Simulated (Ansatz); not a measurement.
Runs of Ansatz 0.2.0 on Ge. Symmetry: I4_1/amd, No. 141, tetragonal system. Conventional cell: a = 5.149 Å, b = 5.149 Å, c = 2.795 Å, α = 90.00°, β = 90.00°, γ = 90.00°. Ge (site symmetry -4m2) is surrounded by 6 Ge at 2.67 to 2.79 Å. This isn't the form of Ge at room conditions, which is diamond.

```csv
task,level,cell,k mesh,smearing,q mesh,points for each segment of the path,atoms under strain,gap on the mesh (eV),pressure (GPa),relaxed volume (Å³/atom)
single point,PBE,as given,11 × 11 × 11,gaussian 0.024 eV,-,-,-,none,3.2,-
single point,PBE,as given,11 × 11 × 11,gaussian 0.023 eV,-,-,-,none,3.2,-
relaxation of cell and atoms,revPBE,relaxed,11 × 11 × 11,fermi-dirac 0.05 eV,-,-,-,-,0.0,(a)
phonons,LDA,as given,8 × 8 × 8,fermi-dirac 0.05 eV,2 × 2 × 2,8,-,none,-,-
single point,PBE,as given,11 × 11 × 11,gaussian 0.018 eV,-,-,-,none,3.2,-
single point,PBE,as given,11 × 11 × 11,gaussian 0.029 eV,-,-,-,none,3.2,-
single point,PBE,as given,11 × 11 × 11,gaussian 0.016 eV,-,-,-,none,3.2,-
single point,PBE,as given,11 × 11 × 11,gaussian 0.017 eV,-,-,-,none,3.2,-
band structure,BLYP,as given,11 × 11 × 11,fermi-dirac 0.05 eV,-,14,-,none,9.6,-
single point,PBE,as given,11 × 11 × 11,gaussian 0.03 eV,-,-,-,none,3.2,-
relaxation of cell and atoms,BLYP+D4,relaxed,11 × 11 × 11,fermi-dirac 0.05 eV,-,-,-,-,0.0,19.45
elastic constants,LDA,as given,8 × 8 × 8,fermi-dirac 0.05 eV,-,-,relaxed,none,-2.6,-
```

Alike in all rows: potentials or basis Ansatz PAW; no spin polarisation; cutoff (eV) 420.

Question: Estimate the missing entries.

Answer: (a) 19.67.

Caveats: the PAW data sets come from PBE, with cores solved anew for the run's functional, which leaves a small shift of forces and pressure (some runs); the plane-wave basis is chosen anew once the cell has moved, so the energies of steps on either side of that aren't comparable (some runs); elastic constants of metals need much finer meshes, so these are rough (some runs).

A k mesh can miss the band edges, and the runs leave out spin-orbit coupling on Ge.

A gap of «none» marks a metal or a gap under the smearing width.
